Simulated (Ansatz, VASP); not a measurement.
# Cross-check of InAs between VASP and Ansatz

Wanted: the spread between two codes on one cell, functional and k mesh. Of the first pair: The structure shown is the end of the Ansatz relaxation below.

Method: plane waves, with VASP 6.6.1 beside it; single point at PBEsol, in Ansatz 0.2.0.

### Step 1. The starting structure

Symmetry: R3m, No. 160, trigonal system. Conventional cell: a = 4.218 Å, b = 4.218 Å, c = 10.675 Å, α = 90.00°, β = 90.00°, γ = 120.00°. Nearest to As lie 4 In at 2.61 to 2.63 Å. Nearest to In lie 4 As at 2.61 to 2.63 Å. Farther neighbours are not listed.

### Step 2. Ansatz: relaxation, PBEsol

Ansatz runs on its PAW soft_1 files.

This run makes the geometry at which the two programs are then compared.

The input, input.yaml:

```yaml
crystal:
  lattice:
    - [0.0528038411, 3.0355962816, 3.0355962816]
    - [3.0355962816, 0.0528038411, 3.0355962816]
    - [3.0355962816, 3.0355962816, 0.0528038411]
  atoms:
    - { symbol: As, position: [0.7508951154, 0.7508951154, 0.7508951154] }
    - { symbol: In, position: [-0.0008951154, -0.0008951154, -0.0008951154] }
  conventional_axes: [[-1, 1, 0], [0, -1, 1], [1, 1, 1]]
kpoints:
  mp_grid: { grid: [12, 12, 12], shift: [0.5, 0.5, 0.5] }
hamiltonian:
  xc: pbesol
  pseudopotentials: { kind: paw, azcp: { folder: soft_1 }, xc_functional: pbe }
scf:
  occupations: { method: gaussian, width: 0.015 }
output:
  forces: true
  stress: true
  eigenvalues: true
relax:
  adjacent_minimum: "off"
  f_tol: 0.001
  max_steps: 60
  cell: { stress_tol: 0.01, fix: [a, b, angles] }
```

Run with:

```
ansatz run input.yaml --threads 4 --pin off --max-ram 10240MiB --backend cpu --events-out ev --progress --plain --runs-dir out
```

Numbers of over 12 decimals in the logs are rounded to 6 here.

The log of the run:

```text
Engine: ansatz 0.2.0, aarch64-unknown-linux-gnu
Pseudopotentials: kind: paw
Pseudopotential: As, paw, valence charge 15, recommended cutoff 420 eV (normal), soft_1/As.paw.azcp
Pseudopotential: In, paw, valence charge 13, recommended cutoff 420 eV (normal), soft_1/In.paw.azcp
Functional definition: PBEsol
  exchange = pbesol_x
  correlation = pbesol_c
Crystal: 2 atoms, lattice volume = 54.486 Å³
Basis set: ecut = 420 eV, 1055 PW (Γ), exchange–correlation on 60×60×60 points (8 copies of the dense FFT grid, shifted against one another)
Bands: 18, of which v1, the nominal top of the filled ones, is band 14 counted from 1 (13 counted from 0)
Symmetry: 6 space group operations
Space group: R3m (ITA 160), of the structure as read, at distance tolerance 3.8e-5 Å
k-points: 182 of 1728 (time reversal used)
Non-local potential: As, projectors of the file, l = 0: 2, l = 1: 2, l = 2: 3, l = 3: 1
Non-local potential: In, projectors of the file, l = 0: 2, l = 1: 2, l = 2: 2, l = 3: 1
PAW form: soft (Blöchl's): semilocal exchange-correlation on the pseudo side does not see the compensation charge
PAW frozen core: As, regenerated for the run's functional, and the local potential with it (the file was generated under x = pbe(κ = 0.804, μ = 0.219515), c = pbe(β = 0.066725))
PAW frozen core: In, regenerated for the run's functional, and the local potential with it (the file was generated under x = pbe(κ = 0.804, μ = 0.219515), c = pbe(β = 0.066725))
PAW one-centre angular grid: As, 590 points (default); XC on 64 Gauss nodes
PAW one-centre angular grid: In, 590 points (default); XC on 64 Gauss nodes
Initial density: superposition of atomic densities (chi_scale 0.1, normalization cell, long waves kept (reshape's long-wave potential 0.00 eV rms))
Initial wavefunctions: pseudopotential atomic-orbital guess
Functional: x = pbesol(κ = 0.804, μ = 0.123457), c = pbesol(β = 0.046)
SCF iter   1: F=—  HF=-10338.971581 eV  |F-HF|=—  |Δ(HF+E_count)|=         —  Δρ=2.91e-2  dr2=3.73e-1  ethr=3.10e-3  ⟨swp⟩=6.0  Hψ=16493  notcnv=0
preconditioner: auto → none  [insulator: Δε(μ)=0.420 eV  Ē_g=14.742 eV  σ=0.015 eV  W_gap=1.00  n_scr=14 (ndim 8)  ℏωp=21.3 eV  f_vac=0.006  D(μ)=0.00/eV (n_scr^D=0)  ε∞_Penn≈3.1]
SCF iter   2: F=—  HF=-10338.891591 eV  |F-HF|=—  |Δ(HF+E_count)|=   8.00e-2  Δρ=1.33e-2  dr2=6.80e-2  ethr=1.33e-3  ⟨swp⟩=2.0  Hψ=5459  notcnv=0
SCF iter   3: F=—  HF=-10338.880440 eV  |F-HF|=—  |Δ(HF+E_count)|=   1.12e-2  Δρ=2.11e-3  dr2=5.45e-3  ethr=2.43e-4  ⟨swp⟩=3.0  Hψ=5711  notcnv=0
SCF iter   4: F=—  HF=-10338.878392 eV  |F-HF|=—  |Δ(HF+E_count)|=   2.05e-3  Δρ=6.41e-4  dr2=1.08e-4  ethr=1.95e-5  ⟨swp⟩=3.0  Hψ=7086  notcnv=0
SCF iter   5: F=—  HF=-10338.878419 eV  |F-HF|=—  |Δ(HF+E_count)|=   2.71e-5  Δρ=1.98e-4  dr2=7.68e-6  ethr=3.86e-7  ⟨swp⟩=3.0  Hψ=6495  notcnv=0
SCF iter   6: F=—  HF=-10338.878426 eV  |F-HF|=—  |Δ(HF+E_count)|=   6.78e-6  Δρ=2.39e-5  dr2=3.34e-7  ethr=2.74e-8  ⟨swp⟩=2.4  Hψ=4405  notcnv=0
SCF iter   7: F=-10338.878426 eV  HF=-10338.878426 eV  |F-HF|=6.87e-9  |Δ(HF+E_count)|=   9.78e-8  Δρ=4.99e-6  dr2=1.22e-8  ethr=3.57e-10  ⟨swp⟩=6.0  Hψ=15139  notcnv=0
SCF 1 converged in 7 iterations: F = -10338.878426 eV  dr2 = 1.22e-8
  greatest PAW one-centre occupation: 0.999 electrons in one spin orbital (limit 2), on the As atom at site 0 (counted from 0), in its partial waves of l = 2
relax step   1: F+E_penalty+E_count = -10338.87842591 eV  Δ(F+E_penalty+E_count) = +0.000e0 eV  max|allowed force component| = 6.004e-2 eV/Å  Δτ_max = 0.0000 Å  P = +2.093 GPa  Ω = 54.486 Å³  fix = [a, b, alpha, beta, gamma]  reactions: a +2.936, b +2.936 GPa  (7 SCF iters, dr2 threshold 1.00e-7 eV, accepted)
[...]
relax step   2: F+E_penalty+E_count = -10338.87969212 eV  Δ(F+E_penalty+E_count) = -1.266e-3 eV  max|allowed force component| = 2.682e-2 eV/Å  Δτ_max = 0.0142 Å  P = +1.518 GPa  Ω = 54.935 Å³  energy of the carried Pulay correction = -6.106e-5 eV  fix = [a, b, alpha, beta, gamma]  reactions: a +2.306, b +2.306 GPa  (5 SCF iters, dr2 threshold 2.00e-7 eV, accepted)
[...]
relax step   3: F+E_penalty+E_count = -10338.87990406 eV  Δ(F+E_penalty+E_count) = -2.119e-4 eV  max|allowed force component| = 3.926e-4 eV/Å  Δτ_max = 0.0040 Å  P = +1.648 GPa  Ω = 54.835 Å³  energy of the carried Pulay correction = -4.757e-5 eV  fix = [a, b, alpha, beta, gamma]  reactions: a +2.469, b +2.469 GPa  (4 SCF iters, dr2 threshold 4.49e-8 eV, accepted)
[...]
relax step   4: F+E_penalty+E_count = -10338.87995230 eV  Δ(F+E_penalty+E_count) = -4.824e-5 eV  max|allowed force component| = 3.627e-4 eV/Å  Δτ_max = 0.0000 Å  P = +1.648 GPa  Ω = 54.835 Å³  fix = [a, b, alpha, beta, gamma]  reactions: a +2.469, b +2.469 GPa  stress off target by 6.26e-3 GPa on what of the cell is left free  SCF on the basis re-selected at this cell (its energy is not comparable with the rows above)  (6 SCF iters)
basis re-selected at this cell: Δ(F+E_penalty+E_count) = -4.824e-5 eV, ΔP = +0.000 GPa vs the last step (what re-selecting the basis moved, of the pressure what is left beyond the Pulay correction that the steps carried, after the strain that the cell walked since its last selection, with what the two solves' SCF thresholds leave and, on support functions, any second-order correction that the steps lacked; it is no m [...]
SCF converged after 6 iterations
Free energy (F): -10338.879952 eV
Harris-Foulkes:  -10338.879952 eV  (|F-HF|=1.82e-12)
Internal energy: -10338.879952 eV  (E = F + TS)
E sigma→0 (E₀):  -10338.879952 eV
Fermi energy:    7.839798 eV
--- Per-component energies (eV) ---
  E_band       = -318.032679
  E_kinetic    = 317.480653
  E_local      = -3467.611502  (includes V_loc(G=0)·N_el)
  E_nonlocal   = -63.427264
  E_hartree    = 1725.163003
  E_xc         = -211.774664
  E_vxc        = -163.530694  (∫ρ·V_xc dr)
  E_paw        = -6109.598981  (= ΣΔE_a)
  E_vpaw       = -391.270021  (= ΣTr[D̂ρ^β])
  E_aug_tail   = 0.000142  (compensation charges beyond the density's cutoff)
  E_ewald      = -2530.313674
  E_core_change = 1.202334  (= ΣΔE_core)
  E_smearing   = -0.000000  (= −TS)
  E_closure    = 0.000000  (closes the sum)
  Σ components = -10338.879952   (vs F -10338.879952, Δ=0.00e0)
--- Forces (eV/Å), atoms counted from 1 ---
  atom   1  As     0.00036273     0.00036273     0.00036273
  atom   2  In    -0.00036270    -0.00036270    -0.00036270
  max |Σ_I F_I| component: 3.38e-8 eV/Å
--- Stress (GPa, compression-positive) ---
        1.648264      -0.821004      -0.821004
       -0.821004       1.648264      -0.821004
       -0.821004      -0.821004       1.648264
  P = ⅓ Tr σ = 1.6483 GPa (16.483 kbar)
--- Band table (eV; the first three rows and the last of 182) ---
  k-point 0: bands = [... 10 lower, -4.2818, 6.8235, 7.7018, 7.7018, 7.9772, 11.3384, 11.6628, 11.6628]
  k-point 1: bands = [... 10 lower, -4.1833, 6.0335, 7.2777, 7.6462, 8.6688, 11.4471, 11.7479, 11.8654]
  k-point 2: bands = [... 10 lower, -3.9449, 4.9011, 6.9079, 7.4313, 8.9928, 11.8841, 12.0093, 12.2245]
  k-point 181: bands = [... 10 lower, -2.8479, 1.7571, 6.2194, 6.6876, 9.3517, 12.2041, 12.6435, 14.6058]
--- Relaxed structure (3 steps of the walk, 3 accepted, 1 SCFs on fresh bases) ---
  F+E_penalty+E_count = -10338.87995230 eV   max|allowed force component| = 3.627e-4 eV/Å   (the final SCF, on the basis selected at the relaxed cell)
  cell:  # Å, volume = 54.8350 Å³
    - [0.065899, 3.048692, 3.048692]
    - [3.048692, 0.065899, 3.048692]
    - [3.048692, 3.048692, 0.065899]
  atoms:
    - { symbol: As, position: [0.751856, 0.751856, 0.751856] }
    - { symbol: In, position: [-0.00185566, -0.00185566, -0.00185566] }
```

[end of part 1 of 4]

[Lines on the potential files, build, host, timing and source positions are cut from VASP's logs without a mark.]

[Logs are printed without paths, hosts, clocks, repeated set-up lines and the standing remarks that a program may print on its own settings, such as how far it seeks lower states.]

[Hosts, paths, dates, database ids (printed as entryN), source tags and the programs' standing remarks are cut or masked in the printed files.]
